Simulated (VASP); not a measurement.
Ge2Sb2Te5, 9 atoms in the cell. It takes space group P-3m1 (No. 164, trigonal). Conventional cell: a = 4.231 Å, b = 4.231 Å, c = 16.850 Å, α = 90.00°, β = 90.00°, γ = 120.00°. Ge (site symmetry 3m) is surrounded by 6 Te at 2.96 to 2.98 Å. Around Sb (site symmetry 3m) lie 6 Te at 2.99 to 3.16 Å. Around Te (site symmetry -3m) lie 6 Ge at 2.98 Å. Te (site symmetry 3m) is surrounded by 3 Ge at 2.96 Å and 3 Sb at 3.16 Å. Around Te (site symmetry 3m) lie 3 Sb at 2.99 Å. The cell comes from a database or a generator and needn't be the stable form of this composition.

| Item | Value |
| --- | --- |
| Program | VASP 6.6.1 |
| Task | relaxation of cell and atoms |
| Functional | PBE |
| Dispersion | D3(BJ) |
| Potentials or basis | VASP PAW PBE potentials, release 64 (Ge_d, Sb, Te) |
| Cutoff | 600 eV |
| k mesh | 9 × 9 × 2 |
| Occupations | gaussian, width 0.03 eV |
| Spin | no spin polarisation |
| Further INCAR settings | ALGO = Normal; EDIFF = 1e-07; IBRION = 2; EDIFFG = -0.005; NSW = 90; ISIF = 3 |

Potentials or basis: VASP PAW PBE potentials, release 64 (Ge_d, Sb, Te).

Launch:

```bash
$ cat potpaw_PBE.64/Ge_d/POTCAR potpaw_PBE.64/Sb/POTCAR potpaw_PBE.64/Te/POTCAR > POTCAR
$ mpirun -np 2 vasp_std > vasp.out
```

Hardware: 2 MPI ranks on Intel(R) Xeon(R) 6975P-C (Granite Rapids), on a shared host.

Q: Estimate the wall time of this run.

A: Wall time 4.9 min on 2 MPI ranks on Intel(R) Xeon(R) 6975P-C (Granite Rapids), with other jobs on the host, peak memory 0.62 GiB a rank. Counts: scf iterations 40, k points 24, ion steps 3.
